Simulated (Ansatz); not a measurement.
BN:

```
CELL_PARAMETERS angstrom
0.00000 3.49532 2.16609
1.25163 0.00000 2.16609
1.25163 3.49532 0.00000
ATOMIC_POSITIONS crystal
N 0.66665 0.66665 0.33335
B 0.00005 0.00005 0.99995
```

Measurements of this composition are mostly on another form, of space group No. 194.

- Program: Ansatz 0.2.0
- Task: relaxation of cell and atoms
- Functional: PBE
- Dispersion: D4
- Potentials or basis: Ansatz PAW
- Cutoff: 420 eV (not typed: the program's choice for these potentials)
- k mesh: 13 × 13 × 13
- Occupations: fermi-dirac, width 0.05 eV
- Spin: no spin polarisation

At the start: volume 9.48 Å³/atom.

Question: Where does the relaxation end?

Answer: It ends after 10 steps and the volume is 9.00 Å³/atom (-5.1 %); space group Fmm2 (No. 42, to 0.05 Å).

Step by step:
```csv
step,energy change (eV),largest force (eV/Å),volume (Å³)
1,0.0000,0.0094,18.95
2,-0.0045,0.0082,18.59
3,-0.0072,0.0049,18.16
4,-0.0069,0.0030,18.22
5,-0.0049,0.0030,18.22
6,-0.0059,0.0049,18.02
7,-0.0059,0.0008,18.03
8,-0.0052,0.0008,18.03
9,-0.0053,0.0000,18.00
10,-0.0052,0.0000,18.00
```

Final structure:
```cif
data_structure
_symmetry_space_group_name_H-M 'P 1'
_symmetry_Int_Tables_number 1
_cell_length_a 3.9552
_cell_length_b 2.5056
_cell_length_c 3.5371
_cell_angle_alpha 79.777
_cell_angle_beta 38.568
_cell_angle_gamma 61.655
_cell_volume 18.00
loop_
_atom_site_label
_atom_site_type_symbol
_atom_site_fract_x
_atom_site_fract_y
_atom_site_fract_z
_atom_site_occupancy
N1 N 0.66658 0.66658 0.33342 1
B1 B 0.00012 0.00012 0.99988 1
```

Caveat: the plane-wave basis is chosen anew once the cell has moved, so the energies of steps on either side of that aren't comparable; the pressure holds a Pulay correction of +0.6 GPa for the finite cutoff.
